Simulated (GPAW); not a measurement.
# Al (Fm-3m) in GPAW: further runs

One crystal, Al, is run at these levels: revPBE, PBEsol, PBE; tasks: equation of state, single point, band structure.

All numbers are computed with GPAW 26.7.0; they aren't measurements. Logs are shortened: lines on timing, memory, paths and dates and some standing lists are left out, and cuts for length are marked. The log counts tension as positive stress, the text compression.

**Measured values to compare with.**

“The interpretation of polycrystalline coherent inelastic neutron scattering from aluminium”, 2013, pmc:3831299 quotes, for a bulk crystal of Al: bulk modulus 76.9 GPa.

The results are compared with them further down.

## 1. The crystal as given

The structure is cubic, space group Fm-3m (No. 225). Conventional cell: a = 4.050 Å, b = 4.050 Å, c = 4.050 Å, α = 90.00°, β = 90.00°, γ = 90.00°. Al (site symmetry m-3m) is surrounded by 12 Al at 2.86 Å.

## 2. Equation of state, revPBE

The input, run.py:

```python
from ase.eos import EquationOfState
from ase.io import Trajectory
from ase.spacegroup import crystal
from ase.units import GPa
from gpaw import GPAW, PW

# Al 4a
atoms = crystal(['Al'],
                basis=[[0.0, 0.0, 0.0]],
                spacegroup=225, setting=1,  # Fm-3m
                cellpar=[4.04961, 4.04961, 4.04961, 90.0, 90.0, 90.0],
                primitive_cell=True)

traj = Trajectory('eos.traj', 'w')
volumes, energies = [], []
for x in [0.94, 0.96, 0.98, 1.0, 1.02, 1.04, 1.06]:
    a = atoms.copy()
    a.set_cell(atoms.cell * x**(1 / 3), scale_atoms=True)
    calc = GPAW(mode=PW(600),
                xc='revPBE',
                kpts={'size': (11, 11, 11), 'gamma': True},
                occupations={'name': 'fermi-dirac', 'width': 0.05},
                nbands=7,
                convergence={'density': 1e-05, 'energy': 1e-05},
                maxiter=150,
                txt=f'eos-{x:.2f}.txt')
    a.calc = calc
    energies.append(a.get_potential_energy(force_consistent=True))
    volumes.append(a.get_volume())
    p = -a.get_stress()[:3].mean() / GPa
    calc.write(f'eos-{x:.2f}.gpw')
    traj.write(a)
    print(f'{x:.2f} {volumes[-1]:10.4f} A^3 {energies[-1]:14.6f} eV {p:9.3f} GPa', flush=True)

v0, e0, B = EquationOfState(volumes, energies, eos='birchmurnaghan').fit()
print(f'V0 = {v0:.4f} A^3, E0 = {e0:.6f} eV, B0 = {B / GPa:.2f} GPa')
```

Potentials or basis: the program's PAW data sets (release 1.2.1) made for this functional, pw.

On the command line:

```sh
OMP_NUM_THREADS=1 python run.py
```

What it wrote:

```text
__  _  _
 | _ |_)|_||  |
 |__||  | ||/\| - 26.7.0

Input parameters:
  mode=PW(ecut=600.0),
  convergence={'density': 1e-05, 'energy': 1e-05},
  kpts=MonkhorstPack(size=(11, 11, 11), gamma=True),
  maxiter=150,
  nbands=7,
  occupations=Occupations(name='fermi-dirac', width=0.05),
  xc=XC(name='revPBE')

Diagonalizing LCAO Hamiltonian
Converting LCAO to pw mode

       Al

Atoms  # Å, Bohr magnetons
|   | symbol |        x |        y |        z |    initial magnetic moments |
|---|--------|----------|----------|----------|-----------------------------|
| 0 |     Al | 0.000000 | 0.000000 | 0.000000 | ( 0.0000,  0.0000,  0.0000) |

Unit cell  # Å
| periodic |        x |        y |        z |  lengths |    angles |
|----------|----------|----------|----------|----------|-----------|
|      yes | 0.000000 | 1.983471 | 1.983471 | 2.805051 | 60.000000 |
|      yes | 1.983471 | 0.000000 | 1.983471 | 2.805051 | 60.000000 |
|      yes | 1.983471 | 1.983471 | 0.000000 | 2.805051 | 60.000000 |

Number of symmetries: 48
Symmetry operations  # r_c * U_cc + t_c -> r_c
|    | kind |            matrix            |
|----|------|------------------------------|
|  0 |  σ   |  1, 0, 0,  1, 0,-1,  1,-1, 0 |
|  1 |  C2  |  1, 0, 0,  1,-1, 0,  1, 0,-1 |
|  2 |  E   |  1, 0, 0,  0, 1, 0,  0, 0, 1 |
|  3 |  σ   |  1, 0, 0,  0, 0, 1,  0, 1, 0 |
|  4 |  C4  |  1, 0,-1,  1, 0, 0,  1,-1, 0 |
|  5 |  S6  |  1, 0,-1,  1,-1, 0,  1, 0, 0 |
|  6 |  σ   |  1, 0,-1,  0, 1,-1,  0, 0,-1 |
|  7 |  C3  |  1, 0,-1,  0, 0,-1,  0, 1,-1 |
|  8 |  S6  |  1,-1, 0,  1, 0, 0,  1, 0,-1 |
|  9 |  C4  |  1,-1, 0,  1, 0,-1,  1, 0, 0 |
| 10 |  C3  |  1,-1, 0,  0,-1, 1,  0,-1, 0 |
| 11 |  σ   |  1,-1, 0,  0,-1, 0,  0,-1, 1 |
| 12 |  σ   |  0, 1, 0,  1, 0, 0,  0, 0, 1 |
| 13 |  C4  |  0, 1, 0,  0, 1,-1, -1, 1, 0 |
| 14 |  C3  |  0, 1, 0,  0, 0, 1,  1, 0, 0 |
| 15 |  S6  |  0, 1, 0, -1, 1, 0,  0, 1,-1 |
| 16 |  C2  |  0, 1,-1,  1, 0,-1,  0, 0,-1 |
| 17 |  σ   |  0, 1,-1,  0, 1, 0, -1, 1, 0 |
| 18 |  S4  |  0, 1,-1,  0, 0,-1,  1, 0,-1 |
| 19 |  C4  |  0, 1,-1, -1, 1, 0,  0, 1, 0 |
| 20 |  C3  |  0, 0, 1,  1, 0, 0,  0, 1, 0 |
| 21 |  σ   |  0, 0, 1,  0, 1, 0,  1, 0, 0 |
| 22 |  S6  |  0, 0, 1,  0,-1, 1, -1, 0, 1 |
| 23 |  C4  |  0, 0, 1, -1, 0, 1,  0,-1, 1 |
| 24 |  S4  |  0, 0,-1,  1, 0,-1,  0, 1,-1 |
| 25 |  C3  |  0, 0,-1,  0, 1,-1,  1, 0,-1 |
| 26 |  C2  |  0, 0,-1,  0,-1, 0, -1, 0, 0 |
| 27 |  S6  |  0, 0,-1, -1, 0, 0,  0,-1, 0 |
| 28 |  S4  |  0,-1, 1,  1,-1, 0,  0,-1, 0 |
| 29 |  C4  |  0,-1, 1,  0, 0, 1, -1, 0, 1 |
| 30 |  C2  |  0,-1, 1,  0,-1, 0,  1,-1, 0 |
| 31 |  σ   |  0,-1, 1, -1, 0, 1,  0, 0, 1 |
| 32 |  C3  |  0,-1, 0,  1,-1, 0,  0,-1, 1 |
| 33 |  S6  |  0,-1, 0,  0, 0,-1, -1, 0, 0 |
| 34 |  S4  |  0,-1, 0,  0,-1, 1,  1,-1, 0 |
| 35 |  C2  |  0,-1, 0, -1, 0, 0,  0, 0,-1 |
| 36 |  C2  | -1, 1, 0,  0, 1, 0,  0, 1,-1 |
| 37 |  S6  | -1, 1, 0,  0, 1,-1,  0, 1, 0 |
| 38 |  S4  | -1, 1, 0, -1, 0, 1, -1, 0, 0 |
| 39 |  C3  | -1, 1, 0, -1, 0, 0, -1, 0, 1 |
| 40 |  S6  | -1, 0, 1,  0, 0, 1,  0,-1, 1 |
| 41 |  C2  | -1, 0, 1,  0,-1, 1,  0, 0, 1 |
| 42 |  C3  | -1, 0, 1, -1, 1, 0, -1, 0, 0 |
| 43 |  S4  | -1, 0, 1, -1, 0, 0, -1, 1, 0 |
| 44 |  C2  | -1, 0, 0,  0, 0,-1,  0,-1, 0 |
| 45 |  i   | -1, 0, 0,  0,-1, 0,  0, 0,-1 |
| 46 |  σ   | -1, 0, 0, -1, 1, 0, -1, 0, 1 |
| 47 |  C2  | -1, 0, 0, -1, 0, 1, -1, 1, 0 |

BZ-sampling:
  Number of BZ points: 1331
  Number of IBZ points: 56

  Monkhorst-Pack size: [11, 11, 11]
  Monkhorst-Pack shift: [0, 0, 0]

K-points  # in reciprocal-cell coordinates
|     |                                coordinates |     weight |
|-----|--------------------------------------------|------------|
|   0 | (  0.00000000,   0.00000000,   0.00000000) | 0.00075131 |
|   1 | (  0.09090909,   0.09090909,   0.00000000) | 0.00450789 |
|   2 | (  0.09090909,   0.09090909,   0.09090909) | 0.00601052 |
|   3 | (  0.18181818,   0.09090909,   0.09090909) | 0.00901578 |
|   4 | (  0.18181818,   0.18181818,   0.00000000) | 0.00450789 |
|   5 | (  0.18181818,   0.18181818,   0.09090909) | 0.01803156 |
|   6 | (  0.18181818,   0.18181818,   0.18181818) | 0.00601052 |
|   7 | (  0.27272727,   0.18181818,   0.09090909) | 0.01803156 |
|   8 | (  0.27272727,   0.18181818,   0.18181818) | 0.01803156 |
|   9 | (  0.27272727,   0.27272727,   0.00000000) | 0.00450789 |
| ... |                                            |            |
|  55 | (  0.45454545,   0.45454545,   0.45454545) | 0.00601052 |

Plane wave coefficients: 534
Cutoff: 600.0 eV

Spin-components: 1 (collinear spins)
Bands:           7
Projectors:      5
Spin-degeneracy: 2
Datatype:        complex128

Parallelization:
  kpt:    1
  domain: 1
  band:   1

Density:
  Valence electrons: 3.0
  Components: 1
  Grid points: [16 16 16]
  Charge: 0.0  # |e|

Potential:
  Grid points: [16 16 16]

species:
  Al:
    name:    Aluminium
    Z:       13.0
    valence: 3
    core:    10
    charge:  0.0  # [|e|]
    compensation charges:
      type: gauss
      rc: 0.34  # [Å]
      lmax: 2
    cutoffs:
      filter: 1.91  # [Å]
      core: 2.36  # [Å]
    projectors
    | kind |    occ | energy [eV] | rcut [Å] |
    |------|--------|-------------|----------|
    |   3s |  2.000 |      -7.723 |    1.085 |
    |   3p |  1.000 |      -2.699 |    1.085 |
    |    s |        |      19.489 |    1.085 |
    |    p |        |      24.513 |    1.085 |
    |    d |        |       0.000 |    1.085 |

    Using partial waves for Al as LCAO basis

Reference energy: -6605.764968  # eV

eigensolver:
  PPCG
  Converge bands: occupied
  niter=2

density mixing:
  MSR1-Mixer
  Pratt-step length: 0.05
  Maximum mixing coefficient: 0.75
  Old densities: 10
  SVD Regularization: 0.005
  Good broyden scale: 1.0
  Trust region scale: 1.0
  Backstep threshold: 4.0
  History deletion threshold: 6.0
  Fourier metric: weight=20.0, sigma=0.015

occupation numbers:
  Fermi-Dirac:
    width: 0.0500  # eV

poisson solver:
  ecut: 4800.0  # eV

xc functional:
  name: revPBE with 2 nearest neighbor stencil

convergence criteria:
- Maximum integral of absolute [dens]ity change: 1e-05 electrons / valence electron
- Maximum [total energy] change in last 3 cyles: 1e-05 eV / valence electron
- Maximum integral of absolute [eigenst]ate change: 4e-08 eV^2 / valence electron
maximum number of iterations: 150

SCF iterations
|iter     | |      energy | eigst |  dens |
|---------|-|-------------|-------|-------|
|iter:   1| |   -3.497287 | -0.23 |       |
|iter:   2| |   -3.498161 | -3.49 | -0.98 |
|iter:   3| |   -3.504048 | -3.16 | -1.01 |
|iter:   4| |   -3.505011 | -3.87 | -1.56 |
|iter:   5| |   -3.505024 | -6.11 | -2.92 |
|iter:   6| |   -3.505027c| -6.55 | -3.33 |
|iter:   7| |   -3.505027c| -8.47c| -4.63 |
|iter:   8| |   -3.505027c| -8.70c| -5.12c|

Converged in 8 steps
Energy contributions relative to reference atoms: (reference = -6605.764968)

Energy contributions:
  Kinetic:           5.804367
  Coulomb:          -3.370782
  Zero:             -0.009058
  External:          0.000000
  Xc:               -5.927594
  Entropy:          -0.003918
  Spinorbit:         0.000000
  ----------------------------
  Free energy:      -3.506986
  Extrapolated:     -3.505027

dipole moment: (-6.784716, -6.784716, -6.784716)  # |e|*Ang

Fermi level: 7.783
Eigenvalues  # (at kpt = [0.000, 0.000, 0.000])
| band index |      eig [eV] | occ [0-2] |
|------------|---------------|-----------|
|          0 |        -3.750 |     2.000 |
|          1 |        20.740 |     0.000 |
|          2 |        20.740 |     0.000 |
|          3 |        20.740 |     0.000 |
|          4 |        22.743 |     0.000 |
|          5 |        22.743 |     0.000 |
|          6 |        22.743 |     0.000 |

No gap
No difference between direct/indirect transitions

Stress tensor  # eV/Ang^3
|         x |         y |         z |
|-----------|-----------|-----------|
| -0.041129 | -0.000000 | -0.000000 |
| -0.000000 | -0.041129 |  0.000000 |
| -0.000000 |  0.000000 | -0.041129 |

# Writing to eos-0.94.gpw (mode='')
```

Wall time 31 s (1 thread of Intel Xeon Platinum 8488C (Sapphire Rapids), shared host); peak memory 0.16 GiB.

What came out:

* Equilibrium volume: 16.78 Å³/atom
* Bulk modulus: 78 GPa
* Pressure derivative of the bulk modulus: 4.4

Energy against volume, from the lowest point:
```
volume (Å³/atom)  energy (meV/atom)
          15.607              22.32
          15.939              10.88
          16.271               3.62
          16.603               0.12
          16.935               0.00
          17.267               2.91
          17.599               8.54
```

## 3. Single point, PBEsol, 14.69 Å³/atom

The input, run.py:

```python
from ase import Atoms
from ase.dft.bandgap import bandgap
from ase.io import write
from ase.units import GPa
from gpaw import GPAW, PW, setup_paths

setup_paths.insert(0, '.')

atoms = Atoms(['Al'],
              cell=[[0.0, 1.9438128, 1.9438128],
                    [1.9438128, 0.0, 1.9438128],
                    [1.9438128, 1.9438128, 0.0]],
              scaled_positions=[[0.0, 0.0, 0.0]],
              pbc=True)

calc = GPAW(mode=PW(600),
            xc='PBEsol',
            kpts={'size': (11, 11, 11), 'gamma': True},
            occupations={'name': 'fermi-dirac', 'width': 0.05},
            nbands=7,
            convergence={'density': 1e-05, 'energy': 1e-05},
            maxiter=150,
            txt='gpaw.txt')
atoms.calc = calc
energy = atoms.get_potential_energy()
forces = atoms.get_forces()
stress = atoms.get_stress()
calc.write('gs.gpw')
write('result.traj', atoms)
print(f'Energy: {energy:.6f} eV')
print('Forces (eV/A):')
print(forces.round(4))
print('Stress (GPa):', (stress / GPa).round(3))
print('Fermi level:', round(calc.get_fermi_level(), 4), 'eV')
print(f'Gap: {bandgap(calc)[0]:.4f} eV, direct: {bandgap(calc, direct=True)[0]:.4f} eV')
```

Potentials or basis: PAW data sets generated in the run's folder for this functional, pw.

On the command line:

```sh
gpaw-setup -f PBEsol Al
OMP_NUM_THREADS=1 python run.py
```

It took 5.8 s on 1 thread of Arm Neoverse V1, shared host; peak memory 0.12 GiB.

Results (log left out):

| Quantity | Value |
| --- | --- |
| Free energy | -4.0498 eV |
| Pressure | 10.3 GPa |
| Band gap on the k mesh | none (metal or under the smearing width) |

Caveat: the density grid can change from cell to cell, which puts small steps into energies and stress.

## 4. Single point, PBEsol, 15.63 Å³/atom

Edit run.py of step 3 so:

```diff
@@ -9,5 +9,5 @@
 atoms = Atoms(['Al'],
-              cell=[[0.0, 1.9438128, 1.9438128],
-                    [1.9438128, 0.0, 1.9438128],
-                    [1.9438128, 1.9438128, 0.0]],
+              cell=[[0.0, 1.9843089, 1.9843089],
+                    [1.9843089, 0.0, 1.9843089],
+                    [1.9843089, 1.9843089, 0.0]],
               scaled_positions=[[0.0, 0.0, 0.0]],
```

On the command line:

```sh
gpaw-setup -f PBEsol Al
OMP_NUM_THREADS=1 python run.py
```

It took 5.9 s on 1 thread of Arm Neoverse V1, shared host; peak memory 0.12 GiB.

Results (log left out):

| Property | Result |
| --- | --- |
| Free energy | -4.0893 eV |
| Pressure | 3.5 GPa |
| Band gap on the k mesh | none (metal or under the smearing width) |

Caveat: the density grid can change from cell to cell, which puts small steps into energies and stress.

## 5. Band structure, PBE

The input, run.py:

```python
from ase.dft.bandgap import bandgap
from ase.io import read, write
from ase.units import GPa
from gpaw import GPAW, PW, setup_paths

setup_paths.insert(0, '.')

atoms = read('POSCAR')

calc = GPAW(mode=PW(1100),
            xc='PBE',
            kpts={'size': (11, 11, 11), 'gamma': True},
            occupations={'name': 'fermi-dirac', 'width': 0.05},
            setups='sg15',
            nbands=-6,
            convergence={'density': 1e-05, 'energy': 1e-05},
            maxiter=150,
            txt='gpaw.txt')
atoms.calc = calc
energy = atoms.get_potential_energy()
forces = atoms.get_forces()
stress = atoms.get_stress()
calc.write('gs.gpw')
write('result.traj', atoms)
print(f'Energy: {energy:.6f} eV')
print('Forces (eV/A):')
print(forces.round(4))
print('Stress (GPa):', (stress / GPa).round(3))
print('Fermi level:', round(calc.get_fermi_level(), 4), 'eV')
print(f'Gap: {bandgap(calc)[0]:.4f} eV, direct: {bandgap(calc, direct=True)[0]:.4f} eV')

path = atoms.cell.bandpath('GXWKGLUWLK,UX', npoints=80, eps=1e-4)
bs_calc = calc.fixed_density(kpts=path, symmetry='off', nbands=-13,
                             convergence={'bands': 'CBM+6.0', 'eigenstates': 1e-6}, txt='bands.txt')
bs = bs_calc.band_structure()
bs.write('bs.json')
print(f'Gap on the path: {bandgap(bs_calc)[0]:.4f} eV')
```

The input, POSCAR:

```
Al
1.0
    0.0000000000      2.0248050000      2.0248050000
    2.0248050000      0.0000000000      2.0248050000
    2.0248050000      2.0248050000      0.0000000000
Al
1
Direct
    0.0000000000      0.0000000000      0.0000000000
```

Potentials or basis: SG15 ONCV 1.2, pw.

On the command line:

```sh
OMP_NUM_THREADS=1 python run.py
```

It took 24 s on 1 thread of AMD EPYC 7B13 (Zen 3), shared host; peak memory 0.23 GiB.

Results (log left out):

```
Free energy             : -1883.2145 eV
Pressure                : -0.2 GPa
Band gap along the path : none (metal or under the smearing width)
```

Levels at the corners of the path, in eV from the Fermi level:
| point | band 5 | band 6 | band 7 | band 8 | band 9 |
| --- | --- | --- | --- | --- | --- |
| Γ | -11.12 | 12.70 | 12.70 | 12.70 | 14.03 |
| X | -2.94 | -1.61 | 5.30 | 5.54 | 5.54 |
| W | -0.86 | -0.86 | 0.17 | 1.06 | 15.85 |
| K | -1.90 | -1.37 | -0.42 | 6.52 | 8.21 |
| Γ | -11.12 | 12.70 | 12.70 | 12.70 | 14.03 |
| L | -4.59 | -4.39 | 11.33 | 11.33 | 11.52 |
| U | -1.90 | -1.37 | -0.42 | 6.52 | 8.21 |
| W | -0.86 | -0.86 | 0.17 | 1.06 | 15.85 |
| L | -4.59 | -4.39 | 11.33 | 11.33 | 11.52 |
| K | -1.90 | -1.37 | -0.42 | 6.52 | 8.21 |
| U | -1.90 | -1.37 | -0.42 | 6.52 | 8.21 |
| X | -2.94 | -1.61 | 5.30 | 5.54 | 5.54 |

## 6. Comparison with measurements

Step 2. Against the measured bulk modulus of Al, 76.9 GPa (quoted in “The interpretation of polycrystalline coherent inelastic neutron scattering from aluminium”, 2013, pmc:3831299), the calculated 78 GPa is off by +1.0 %. The fit is for a static lattice scaled at fixed shape and fixed fractional positions. The cell as given is a measured one (16.60 Å³/atom); revPBE puts the equilibrium volume +1.1 % from it, thermal expansion not counted.
